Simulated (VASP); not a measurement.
Output of a VASP run:

**OSZICAR**
```
       N       E                     dE             d eps       ncg     rms          rms(c)
DAV:   1     0.199571406050E+02    0.19957E+02   -0.30218E+03   320   0.742E+02
DAV:   2    -0.483693497125E+01   -0.24794E+02   -0.23807E+02   424   0.902E+01
DAV:   3    -0.550114771704E+01   -0.66421E+00   -0.66421E+00   408   0.179E+01
DAV:   4    -0.550700380224E+01   -0.58561E-02   -0.58561E-02   488   0.197E+00
DAV:   5    -0.550703200453E+01   -0.28202E-04   -0.28202E-04   416   0.104E-01    0.308E+00
DAV:   6    -0.543880800311E+01    0.68224E-01   -0.12246E-01   352   0.169E+00    0.191E+00
DAV:   7    -0.541999412892E+01    0.18814E-01   -0.10753E-01   376   0.174E+00    0.447E-01
DAV:   8    -0.542018584571E+01   -0.19172E-03   -0.71957E-03   360   0.501E-01    0.102E-01
DAV:   9    -0.542031490969E+01   -0.12906E-03   -0.40525E-04   392   0.153E-01    0.243E-02
DAV:  10    -0.542032161601E+01   -0.67063E-05   -0.16276E-05   416   0.241E-02    0.122E-02
DAV:  11    -0.542032986229E+01   -0.82463E-05   -0.97109E-06   320   0.255E-02    0.335E-03
DAV:  12    -0.542032998142E+01   -0.11913E-06   -0.20472E-07   264   0.332E-03
   1 F= -.54203300E+01 E0= -.54203300E+01  d E =-.542033E+01
```

OUTCAR:
```
------------------------ aborting loop because EDIFF is reached ----------------------------------------
  FORCE on cell =-STRESS in cart. coord.  units (eV):
  Direction    XX          YY          ZZ          XY          YZ          ZX
  --------------------------------------------------------------------------------------
  Total        0.0013966      0.0013966      0.0013966      0.0000000      0.0000000     -0.0000000
  in kB        0.0374704      0.0374704      0.0374704      0.0000000      0.0000000     -0.0000000
  external PRESSURE =       0.0374704 kB  Pullay stress =       0.0000000 kB
  volume of cell :       59.72
      direct lattice vectors                 reciprocal lattice vectors
     0.000000000  3.102338527  3.102338527    -0.161168743  0.161168743  0.161168743
     3.102338527  0.000000000  3.102338527     0.161168743 -0.161168743  0.161168743
     3.102338527  3.102338527  0.000000000     0.161168743  0.161168743 -0.161168743
 POSITION                                       TOTAL-FORCE (eV/Angst)
 -----------------------------------------------------------------------------------
      0.00000      0.00000      0.00000         0.000000      0.000000     -0.000000
      1.55117      1.55117      1.55117        -0.000000     -0.000000      0.000000
 -----------------------------------------------------------------------------------
    total drift:                               -0.000000     -0.000000     -0.000000
  FREE ENERGIE OF THE ION-ELECTRON SYSTEM (eV)
  ---------------------------------------------------
  free  energy   TOTEN  =        -5.4203299814 eV

  energy  without entropy=       -5.4203299814  energy(sigma->0) =       -5.42032998

 reached required accuracy - stopping structural energy minimisation
```
(Selected blocks of OUTCAR.)

POSCAR:
```
AlSb
1
   -0.0000000000     3.1023385266     3.1023385266
    3.1023385266    -0.0000000000     3.1023385266
    3.1023385266     3.1023385266    -0.0000000000
Al Sb
1 1
Direct
  0.0000000000   0.0000000000   0.0000000000
  0.2500000000   0.2500000000   0.2500000000
```

Q: Reconstruct the remaining input files.

A: One answer among several that fit: the input of the run itself, rev-vdW-DF2, plane waves, VASP's PBE PAW potentials (set 64).

INCAR:
```
# general
SYSTEM   = AlSb
PREC     = Accurate
ENCUT    = 520
LREAL    = .FALSE.
LASPH    = .TRUE.

# electronic loop
EDIFF    = 1E-6
NELM     = 100
ALGO     = Normal
LMAXMIX  = 4

# smearing
ISMEAR   = 0
SIGMA    = 0.05

# functional
GGA      = MK
LUSE_VDW = .TRUE.
AGGAC    = 0.0
PARAM1   = 0.1234568
PARAM2   = 0.7114
ZAB_VDW  = -1.8867

# ions
IBRION   = 2
NSW      = 60
ISIF     = 3
EDIFFG   = -0.01

# output
LWAVE    = .FALSE.
LCHARG   = .FALSE.
```

**KPOINTS**
```
Automatic mesh
0
Gamma
7 7 7
0 0 0
```

POTCAR, in this order: Al Sb (PBE.64 set). Program: vasp_std.

The compound is AlSb in the zinc blende structure. It was relaxed first. The start is the result of an earlier pass.
